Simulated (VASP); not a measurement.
# Pb: relaxation of cell and atoms with PBE

Pb:

```
CELL_PARAMETERS angstrom
0.00000 2.47502 2.47502
2.47502 0.00000 2.47502
2.47502 2.47502 0.00000
ATOMIC_POSITIONS crystal
Pb 0.00000 0.00000 0.00000
```

```json
{"Program": "VASP 6.6.1", "Task": "relaxation of cell and atoms", "Functional": "PBE", "Potentials or basis": "VASP PAW PBE potentials, release 54 (Pb_d)", "Cutoff": "600 eV", "k mesh": "9 × 9 × 9", "Occupations": "fermi-dirac, width 0.05 eV", "Spin": "no spin polarisation", "Further INCAR settings": "ALGO = Fast; EDIFF = 1e-06; IBRION = 2; EDIFFG = -0.005; NSW = 40; ISIF = 3"}
```

```
Relaxed volume                         : 31.84 Å³/atom
Relaxed cell                           : a = 3.558 Å, b = 3.558 Å, c = 3.558 Å, α = 60.00°, β = 60.00°, γ = 60.00°
Space group after relaxing (to 0.05 Å) : Fm-3m (No. 225)
Energy gained by relaxing              : 10.3 meV/atom
Ionic steps                            : 3
Pressure after relaxing                : 0.0 GPa
Band gap on the k mesh                 : none (metal or under the smearing width)
```

The path:
```
step  energy change (eV)  largest force (eV/Å)  pressure (GPa)  volume (Å³)
   1              0.0000                0.0000            2.31        30.32
   2             -0.0096                0.0000           -0.50        32.28
   3             -0.0103                0.0000           -0.02        31.84
```

Final structure:
```cif
data_structure
_symmetry_space_group_name_H-M 'P 1'
_symmetry_Int_Tables_number 1
_cell_length_a 3.5578
_cell_length_b 3.5578
_cell_length_c 3.5578
_cell_angle_alpha 60.000
_cell_angle_beta 60.000
_cell_angle_gamma 60.000
_cell_volume 31.84
loop_
_atom_site_label
_atom_site_type_symbol
_atom_site_fract_x
_atom_site_fract_y
_atom_site_fract_z
_atom_site_occupancy
Pb1 Pb 0.00000 0.00000 0.00000 1
```

Levels at points of the mesh, in eV from the Fermi level:
```
           k point  band 3  band 4  band 5  band 6  band 7  band 8  band 9  band 10  band 11
(0.00, 0.00, 0.00)  -16.92  -16.80  -16.80  -11.31    7.16    7.16    7.16     9.86    10.85
```

Wall time 26 s on 1 thread of AMD EPYC 9R45 96-Core Processor (Zen 5), on a shared host, peak memory 0.14 GiB.

The cell as given is a measured one (30.32 Å³/atom); PBE puts the equilibrium volume +5.0 % from it, thermal expansion not counted.

Spin-orbit coupling is left out, which matters for the levels of Pb.
